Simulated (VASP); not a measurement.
# K (I4/mmm) in VASP: further runs

One crystal, K, is run at these levels: PBE; tasks: single point.

Program: VASP 6.6.1. These are calculated values, not measurements. Logs are shortened: lines on timing, memory, paths and dates and some standing lists are left out, and cuts for length are marked.

**1. The cell of the first run**

Symmetry: I4/mmm, No. 139, tetragonal system. Conventional cell: a = 5.236 Å, b = 5.236 Å, c = 5.131 Å, α = 90.00°, β = 90.00°, γ = 90.00°.

**2. Single point, PBE (strain -0.0200 x Voigt [0, 1, 0, 0, 0, 0], atoms carried along)**

INCAR

```
PREC     = Accurate       # precision mode
ENCUT    = 520            # plane-wave cutoff, eV
EDIFF    = 1E-6           # SCF threshold, eV
ISMEAR   = 0              # smearing method
SIGMA    = 0.15           # smearing width, eV
LREAL    = F              # projectors in reciprocal space
LASPH    = T              # aspherical terms in the spheres
NELM     = 100            # most SCF steps
ALGO     = Fast           # electronic algorithm
ISIF     = 2              # what is computed and relaxed
LWAVE    = F              # write WAVECAR
LCHARG   = F              # write CHGCAR
GGA      = PE             # functional
NBANDS   = 10             # bands
```

KPOINTS

```
Automatic mesh
0
Gamma
  14 14 14
```

POSCAR

```
K
1.0
   -2.6180000000      2.5656400000      2.6180000000
    2.6180000000     -2.5656400000      2.6180000000
    2.6180000000      2.5656400000     -2.6180000000
K
1
Direct
    0.0000000000      0.0000000000      0.0000000000
```

Potentials or basis: VASP PAW PBE potentials, release 64 (K_sv).

The run is started by

```console
> cat potpaw_PBE.64/K_sv/POTCAR > POTCAR
> mpirun -np 1 vasp_std > vasp.out
```

OUTCAR:

```text
PREC = Accurate
   ENCUT = 520
   EDIFF = 1E-6
   ISMEAR = 0
   LREAL = F
   LASPH = T
   NELM = 100
   ISIF = 2
   GGA = PE

 ion  position               nearest neighbor table
   1  0.000  0.000  0.000-

  LATTYP: Found a body centered tetragonal cell.
 ALAT       =     5.2360000000
 C/A-ratio  =     0.9800000000

  Lattice vectors:

 A1 = (  -2.6180000000,  -2.5656400000,   2.6180000000)
 A2 = (   2.6180000000,  -2.5656400000,  -2.6180000000)
 A3 = (   2.6180000000,   2.5656400000,   2.6180000000)

Analysis of symmetry for initial positions (statically):
=====================================================================
 Subroutine PRICEL returns:
 Original cell was already a primitive cell.

 Routine SETGRP: Setting up the symmetry group for a
 body centered tetragonal supercell.

 Subroutine GETGRP returns: Found 16 space group operations
 (whereof 16 operations were pure point group operations)
 out of a pool of 16 trial point group operations.

The static configuration has the point symmetry D_4h.

Analysis of symmetry for dynamics (positions and initial velocities):
=====================================================================
 Subroutine PRICEL returns:
 Original cell was already a primitive cell.

 Routine SETGRP: Setting up the symmetry group for a
 body centered tetragonal supercell.

 Subroutine GETGRP returns: Found 16 space group operations
 (whereof 16 operations were pure point group operations)
 out of a pool of 16 trial point group operations.

The dynamic configuration has the point symmetry D_4h.

 Subroutine INISYM returns: Found 16 space group operations
 (whereof 16 operations are pure point group operations),
 and found     1 'primitive' translations

----------------------------------------------------------------------------------------

                                     Primitive cell

  volume of cell :      70.3388

  direct lattice vectors                    reciprocal lattice vectors
    -2.618000000  2.565640000  2.618000000     0.000000000  0.194883148  0.190985485
     2.618000000 -2.565640000  2.618000000     0.190985485  0.000000000  0.190985485
     2.618000000  2.565640000 -2.618000000     0.190985485  0.194883148  0.000000000

  length of vectors
     4.504481836  4.504481836  4.504481836     0.272864246  0.270094263  0.272864246

  position of ions in fractional coordinates (direct lattice)
     0.000000000  0.000000000  0.000000000

  ion indices of the primitive-cell ions
   primitive index   ion index
                 1           1

----------------------------------------------------------------------------------------

 KPOINTS: Automatic mesh

Automatic generation of k-mesh.
 Grid dimensions read from file:
 generate k-points for:   14   14   14

 Generating k-lattice:

  Cartesian coordinates                     Fractional coordinates (reciprocal lattice)
     0.000000000  0.013920225  0.013641820     0.071428571  0.000000000  0.000000000
     0.013641820  0.000000000  0.013641820     0.000000000  0.071428571  0.000000000
     0.013641820  0.013920225  0.000000000     0.000000000  0.000000000  0.071428571

  Length of vectors
     0.019490303  0.019292447  0.019490303

  Shift w.r.t. Gamma in fractional coordinates (k-lattice)
     0.000000000  0.000000000  0.000000000

 Subroutine IBZKPT returns following result:
 ===========================================

 Found    244 irreducible k-points:

 Following reciprocal coordinates:
            Coordinates               Weight
  0.000000  0.000000  0.000000      1.000000
  0.071429  0.000000  0.000000      8.000000
  0.142857  0.000000 -0.000000      8.000000
  0.214286  0.000000 -0.000000      8.000000
  0.285714  0.000000 -0.000000      8.000000
  0.357143  0.000000 -0.000000      8.000000
[... 16 lines left out ...]
  0.071429  0.142857 -0.000000     16.000000
  0.142857  0.142857 -0.000000     16.000000
 [... further k-points ...]
   k-points           NKPTS =    244   k-points in BZ     NKDIM =    244   number of bands    NBANDS=     10
   number of dos      NEDOS =    301   number of ions     NIONS =      1
   total plane-waves  NPLWV =  46656
   dimension x,y,z NGX =    36 NGY =   36 NGZ =   36
   dimension x,y,z NGXF=    72 NGYF=   72 NGZF=   72
   ions per type =               1
   NGX,Y,Z   is equivalent  to a cutoff of  13.29, 13.29, 13.29 a.u.
   NGXF,Y,Z  is equivalent  to a cutoff of  26.57, 26.57, 26.57 a.u.
 SYSTEM =  unknown system
   PREC   = accura    normal or accurate (medium, high low for compatibility)
   ISTART =      0    job   : 0-new  1-cont  2-samecut
   ICHARG =      2    charge: 1-file 2-atom 10-const
   ISPIN  =      1    spin polarized calculation?
   LNONCOLLINEAR =      F non collinear calculations
   LSORBIT =      F    spin-orbit coupling
   LASPH  =      T    aspherical Exc in radial PAW
   ENCUT  =  520.0 eV  38.22 Ry    6.18 a.u.   8.38  8.38  8.38*2*pi/ulx,y,z
   NELM   =    100;   NELMIN=  2; NELMDL= -5     # of ELM steps
   EDIFF  = 0.1E-05   stopping-criterion for ELM
   LREAL  =      F    real-space projection
   EDIFFG = 0.1E-04   stopping-criterion for IOM
   NSW    =      0    number of steps for IOM
   IBRION =     -1    ionic relax: 0-MD 1-quasi-New 2-CG
   NFREE  =      0    steps in history (QN), initial steepest desc. (CG)
   ISIF   =      2    stress and relaxation
   ISYM   =      2    0-nonsym 1-usesym 2-fastsym
   POTIM  = 0.5000    time-step for ionic-motion
   TEBEG  =    0.0;   TEEND  =   0.0 temperature during run
   PSTRESS=    0.0 pullay stress
   NELECT =       9.0000    total number of electrons
   NUPDOWN=      -1.0000    fix difference up-down
   EMIN   =  10.00;   EMAX   =-10.00  energy-range for DOS
   EFERMI =   0.00;   METHOD = LEGACY
   ISMEAR =     0;   SIGMA  =   0.15  broadening in eV -4-tet -1-fermi 0-gaus
   EFERMI_NEDOS =   21; number of points for ismear=-14 and -15
   IALGO  =     68    algorithm
   IMIX   =      4    mixing-type and parameters
     AMIX     =   0.40;   BMIX     =  1.00
     AMIX_MAG =   1.60;   BMIX_MAG =  1.00
  volume/ion in A,a.u.               =      70.34       474.67
  Fermi-wavevector in a.u.,A,eV,Ry     =   0.824943  1.558916  9.259188  0.680531
  Thomas-Fermi vector in A             =   1.936716
   LORBIT       =      0    0 simple, 1 ext, 2 COOP (PROOUT), +10 PAW based schemes
   GGA     = PE    functional components
   LHFCALC =     F    Hartree Fock is set to
   AEXX    =    0.0000 exact exchange contribution
   IVDW    =     0    specifies the selected vdW correction
   LEPSILON=     F    determine dielectric tensor
   LRPA    =     F    only Hartree local field effects (RPA)
 non-spin polarized calculation
 RMM-DIIS sequential band-by-band and
 Gauss-broadening in eV      SIGMA  =   0.15
  energy-cutoff  :      520.00
  volume of cell :       70.34
 maximum number of plane-waves:      1918
 NGX is ok and might be reduce to    36
   NGX = 17   NGY = 17   NGZ = 17

 number of electron       8.9999999 magnetization

 Free energy of the ion-electron system (eV)
  ---------------------------------------------------
  ext. energy  EPLUGINS =         0.00000000
  ---------------------------------------------------
  free energy    TOTEN  =        -1.04968180 eV

  energy without entropy =       -1.04110172  energy(sigma->0) =       -1.04539176

 E-fermi :  -0.0183     XC(G=0):  -5.7600

 val. band max:       -0.0187309823   @ k =   0.0714   0.3571   0.0714
 cond. band min:      -0.0134758085   @ k =   0.5000   0.2143  -0.0000
 fundamental gap:      0.0052551738
 Fermi energy:        -0.0183011612

 k-point     1 :       0.0000    0.0000    0.0000
  band No.  band energies     occupation
      1     -32.1267      2.00000
      2     -15.5728      2.00000
      3     -15.5727      2.00000
      4     -15.5727      2.00000
      5      -2.2399      2.00000
      6       4.2499      0.00000
      7       4.3541      0.00000
      8       4.3541      0.00000
      9       5.1858      0.00000
     10       5.3239      0.00000

 k-point     2 :       0.0714    0.0000    0.0000
  band No.  band energies     occupation
      1     -32.1265      2.00000
      2     -15.5767      2.00000
      3     -15.5740      2.00000
      4     -15.5728      2.00000
      5      -2.1735      2.00000
      6       4.1977      0.00000
      7       4.2606      0.00000
      8       4.3702      0.00000
      9       5.1220      0.00000
     10       5.2411      0.00000

 k-point     3 :       0.1429    0.0000   -0.0000
  band No.  band energies     occupation
      1     -32.1258      2.00000
      2     -15.5879      2.00000
      3     -15.5778      2.00000
      4     -15.5728      2.00000
      5      -1.9767      2.00000
      6       3.8896      0.00000
      7       3.9892      0.00000
      8       4.5164      0.00000
      9       5.0296      0.00000
     10       5.1858      0.00000

 k-point     4 :       0.2143    0.0000   -0.0000
  band No.  band energies     occupation
      1     -32.1247      2.00000
      2     -15.6038      2.00000
      3     -15.5832      2.00000
      4     -15.5729      2.00000
      5      -1.6564      2.00000
      6       3.2974      0.00000
      7       3.7258      0.00000
      8       4.7742      0.00000
      9       5.0713      0.00000
     10       5.1756      0.00000
[... 222 lines left out ...]
 k-point    22 :       0.0000    0.1429    0.0000
  band No.  band energies     occupation
      1     -32.1258      2.00000
      2     -15.5879      2.00000
      3     -15.5777      2.00000
      4     -15.5725      2.00000
      5      -1.9820      2.00000
      6       3.8067      0.00000
      7       4.0662      0.00000
      8       4.5689      0.00000
      9       4.9370      0.00000
     10       5.2631      0.00000

 k-point    23 :       0.0714    0.1429   -0.0000
  band No.  band energies     occupation
      1     -32.1252      2.00000
      2     -15.5976      2.00000
      3     -15.5798      2.00000
      4     -15.5739      2.00000
      5      -1.7911      2.00000
      6       3.5129      0.00000
      7       3.8423      0.00000
      8       4.7023      0.00000
      9       4.8635      0.00000
     10       5.3537      0.00000

 k-point    24 :       0.1429    0.1429   -0.0000
  band No.  band energies     occupation
      1     -32.1242      2.00000
      2     -15.6107      2.00000
      3     -15.5837      2.00000
      4     -15.5760      2.00000
      5      -1.4783      2.00000
      6       3.1373      0.00000
      7       3.4717      0.00000
      8       4.8376      0.00000
      9       4.9045      0.00000
     10       5.5042      0.00000

 [... further k-points ...]

------------------------ aborting loop because EDIFF is reached ----------------------------------------

  FORCE on cell =-STRESS in cart. coord.  units (eV):
  Direction    XX          YY          ZZ          XY          YZ          ZX
  --------------------------------------------------------------------------------------
  -------------------------------------------------------------------------------------
  Total        0.0768399      0.0859019      0.0768399      0.0000000      0.0000000      0.0000000
  in kB        1.7502590      1.9566745      1.7502590      0.0000000      0.0000000      0.0000000
  external PRESSURE =       1.8190642 kB  Pullay stress =       0.0000000 kB

 VOLUME and BASIS-vectors are now :
 -----------------------------------------------------------------------------
  energy-cutoff  :      520.00
  volume of cell :       70.34
      direct lattice vectors                 reciprocal lattice vectors
    -2.618000000  2.565640000  2.618000000     0.000000000  0.194883148  0.190985485
     2.618000000 -2.565640000  2.618000000     0.190985485  0.000000000  0.190985485
     2.618000000  2.565640000 -2.618000000     0.190985485  0.194883148  0.000000000

 POSITION                                       TOTAL-FORCE (eV/Angst)
 -----------------------------------------------------------------------------------
      0.00000      0.00000      0.00000        -0.000000     -0.000000      0.000000
 -----------------------------------------------------------------------------------
    total drift:                               -0.000000      0.000000      0.000000

  FREE ENERGIE OF THE ION-ELECTRON SYSTEM (eV)
  ---------------------------------------------------
  free  energy   TOTEN  =        -1.0496818008 eV

  energy  without entropy=       -1.0411017183  energy(sigma->0) =       -1.04539176
```

It took 60 s on 1 thread of Intel Xeon 6975P-C (Granite Rapids), shared host; peak memory 0.31 GiB.

What came out:

| Property | Result |
| --- | --- |
| Free energy | -1.0497 eV |
| Pressure | 0.2 GPa |
| Band gap on the k mesh | none (metal or under the smearing width) |

**3. Single point, PBE (strain +0.0175 x Voigt [0, 1, 0, 0, 0, 0], atoms carried along)**

INCAR

```
SYSTEM = K
PREC = Accurate
ENCUT = 520
EDIFF = 1E-6
ISMEAR = 0
SIGMA = 0.15
LREAL = .FALSE.
LASPH = .TRUE.
NELM = 100
ALGO = Fast
ISIF = 2
LWAVE = .FALSE.
LCHARG = .TRUE.
GGA = PE
LELF = .TRUE.
LVHAR = .TRUE.
NBANDS = 10
```

KPOINTS

```
regular mesh
0
G
  14 14 14
  0 0 0
```

POSCAR

```
K
1.0
   -2.6180000000      2.6638150000      2.6180000000
    2.6180000000     -2.6638150000      2.6180000000
    2.6180000000      2.6638150000     -2.6180000000
K
1
Direct
    0.0000000000      0.0000000000      0.0000000000
```

Potentials or basis: VASP PAW PBE potentials, release 64 (K_sv).

The run is started by

```console
> cat potpaw_PBE.64/K_sv/POTCAR > POTCAR
> mpirun -np 1 vasp_std > vasp.out
```

OUTCAR:

```text
SYSTEM = K
   PREC = Accurate
   ENCUT = 520
   EDIFF = 1E-6
   ISMEAR = 0
   LREAL = .FALSE.
   LASPH = .TRUE.
   NELM = 100
   ISIF = 2
   GGA = PE

 ion  position               nearest neighbor table
   1  0.000  0.000  0.000-

  LATTYP: Found a body centered tetragonal cell.
 ALAT       =     5.2360000000
 C/A-ratio  =     1.0175000000

  Lattice vectors:

 A1 = (  -2.6180000000,  -2.6638150000,   2.6180000000)
 A2 = (   2.6180000000,  -2.6638150000,  -2.6180000000)
 A3 = (   2.6180000000,   2.6638150000,   2.6180000000)

Analysis of symmetry for initial positions (statically):
=====================================================================
 Subroutine PRICEL returns:
 Original cell was already a primitive cell.

 Routine SETGRP: Setting up the symmetry group for a
 body centered tetragonal supercell.

 Subroutine GETGRP returns: Found 16 space group operations
 (whereof 16 operations were pure point group operations)
 out of a pool of 16 trial point group operations.

The static configuration has the point symmetry D_4h.

Analysis of symmetry for dynamics (positions and initial velocities):
=====================================================================
 Subroutine PRICEL returns:
 Original cell was already a primitive cell.

 Routine SETGRP: Setting up the symmetry group for a
 body centered tetragonal supercell.

 Subroutine GETGRP returns: Found 16 space group operations
 (whereof 16 operations were pure point group operations)
 out of a pool of 16 trial point group operations.

The dynamic configuration has the point symmetry D_4h.

 Subroutine INISYM returns: Found 16 space group operations
 (whereof 16 operations are pure point group operations),
 and found     1 'primitive' translations

----------------------------------------------------------------------------------------
[... 115 lines left out ...]
   LORBIT       =      0    0 simple, 1 ext, 2 COOP (PROOUT), +10 PAW based schemes
   GGA     = PE    functional components
   LHFCALC =     F    Hartree Fock is set to
   AEXX    =    0.0000 exact exchange contribution
   IVDW    =     0    specifies the selected vdW correction
   LEPSILON=     F    determine dielectric tensor
   LRPA    =     F    only Hartree local field effects (RPA)
 non-spin polarized calculation
 RMM-DIIS sequential band-by-band and
 Gauss-broadening in eV      SIGMA  =   0.15
  energy-cutoff  :      520.00
  volume of cell :       73.03
 maximum number of plane-waves:      1994
 NGX is ok and might be reduce to    36
   NGX = 17   NGY = 17   NGZ = 17

 number of electron       9.0000001 magnetization

 Free energy of the ion-electron system (eV)
  ---------------------------------------------------
  ext. energy  EPLUGINS =         0.00000000
  ---------------------------------------------------
  free energy    TOTEN  =        -1.05162463 eV

  energy without entropy =       -1.04291685  energy(sigma->0) =       -1.04727074

 E-fermi :  -0.1029     XC(G=0):  -5.6684

 val. band max:       -0.1082290319   @ k =  -0.2143   0.4286   0.1429
 cond. band min:      -0.0907064841   @ k =   0.3571   0.0714   0.0714
 fundamental gap:      0.0175225477
 Fermi energy:        -0.1029456122

 k-point     1 :       0.0000    0.0000    0.0000
  band No.  band energies     occupation
      1     -32.2332      2.00000
      2     -15.6821      2.00000
      3     -15.6821      2.00000
      4     -15.6820      2.00000
      5      -2.2707      2.00000
      6       4.1692      0.00000
      7       4.1692      0.00000
      8       4.2544      0.00000
      9       5.0530      0.00000
     10       5.1670      0.00000
[... 287 lines left out ...]
 k-point    24 :       0.1429    0.1429   -0.0000
  band No.  band energies     occupation
      1     -32.2311      2.00000
      2     -15.7155      2.00000
      3     -15.6917      2.00000
      4     -15.6854      2.00000
      5      -1.5220      2.00000
      6       3.0444      0.00000
      7       3.3358      0.00000
      8       4.6967      0.00000
      9       4.7402      0.00000
     10       5.3437      0.00000

 [... further k-points ...]

------------------------ aborting loop because EDIFF is reached ----------------------------------------

  FORCE on cell =-STRESS in cart. coord.  units (eV):
  Direction    XX          YY          ZZ          XY          YZ          ZX
  --------------------------------------------------------------------------------------
  -------------------------------------------------------------------------------------
  Total        0.0180829      0.0118789      0.0180829      0.0000000      0.0000000      0.0000000
  in kB        0.3967122      0.2606057      0.3967122      0.0000000      0.0000000      0.0000000
  external PRESSURE =       0.3513434 kB  Pullay stress =       0.0000000 kB

 VOLUME and BASIS-vectors are now :
 -----------------------------------------------------------------------------
  energy-cutoff  :      520.00
  volume of cell :       73.03
      direct lattice vectors                 reciprocal lattice vectors
    -2.618000000  2.663815000  2.618000000     0.000000000  0.187700722  0.190985485
     2.618000000 -2.663815000  2.618000000     0.190985485  0.000000000  0.190985485
     2.618000000  2.663815000 -2.618000000     0.190985485  0.187700722  0.000000000

 POSITION                                       TOTAL-FORCE (eV/Angst)
 -----------------------------------------------------------------------------------
      0.00000      0.00000      0.00000        -0.000000     -0.000000     -0.000000
 -----------------------------------------------------------------------------------
    total drift:                               -0.000000      0.000000      0.000000

  FREE ENERGIE OF THE ION-ELECTRON SYSTEM (eV)
  ---------------------------------------------------
  free  energy   TOTEN  =        -1.0516246303 eV

  energy  without entropy=       -1.0429168511  energy(sigma->0) =       -1.04727074
```

stdout:

```text
POSCAR found type information on POSCAR K
 POSCAR found :  1 types and       1 ions
 scaLAPACK will be used
 LDA part: xc-table for (Slater+PW92), standard interpolation
 POSCAR, INCAR and KPOINTS ok, starting setup
 FFT: planning ... GRIDC
 FFT: planning ... GRID_SOFT
 FFT: planning ... GRID
 WAVECAR not read
 entering main loop
WARNING in EDDRMM: call to ZHEGV failed, returncode =   8  4      5
WARNING in EDDRMM: call to ZHEGV failed, returncode =   6  3      5
WARNING in EDDRMM: call to ZHEGV failed, returncode =   8  4      5
```

Wall time 68 s (1 thread of Intel Xeon 6975P-C (Granite Rapids), shared host); peak memory 0.32 GiB.

What came out:

| Quantity | Value |
| --- | --- |
| Free energy | -1.0516 eV |
| Pressure | 0.0 GPa |
| Band gap on the k mesh | none (metal or under the smearing width) |
